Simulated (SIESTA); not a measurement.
HgSe:

```xyz
2
Lattice="0.0000 3.0390 3.0390 3.0390 0.0000 3.0390 3.0390 3.0390 0.0000" Properties=species:S:1:pos:R:3 pbc="T T T"
Hg    0.0000    0.0000    0.0000
Se    4.5585    4.5585    4.5585
```

Base run:

| Property | Result |
| --- | --- |
| Program | SIESTA 5.4.2 |
| Functional | PBE |
| Potentials or basis | SPMS 1.0 (PBE files) or PseudoDojo by element |
| Basis | DZP (energy shift 0.003 Ry; two zetas on semicore shells) |
| Grid cutoff | 800 Ry |
| Energy shift | 0.003 Ry |
| k mesh | 8 × 8 × 8 |
| Occupations | fermi-dirac, width 0.05 eV |
| Spin | no spin polarisation |

Its results: band gap on the k mesh 0.64 eV, direct; pressure 5.5 GPa.

**Question.** The run is repeated on the same cell with these changes: potentials or basis from SPMS 1.0 (PBE files) or PseudoDojo by element to PseudoDojo 0.5 standard (PBE files). What comes out?

**Answer.** Band gap on the k mesh none (metal or under the smearing width); pressure 5.7 GPa.

Caveats: short orbitals over semicore shells can move pressures by several GPa; the valence orbitals were made in a potential fitted to the semicore shell under them, which widens gaps by tenths of an eV or more; the basis of atomic orbitals isn't converged, which shifts pressures, moduli and gaps; spin-orbit coupling is left out, which moves the levels of the heavy elements (some runs).

A k mesh can miss the band edges.
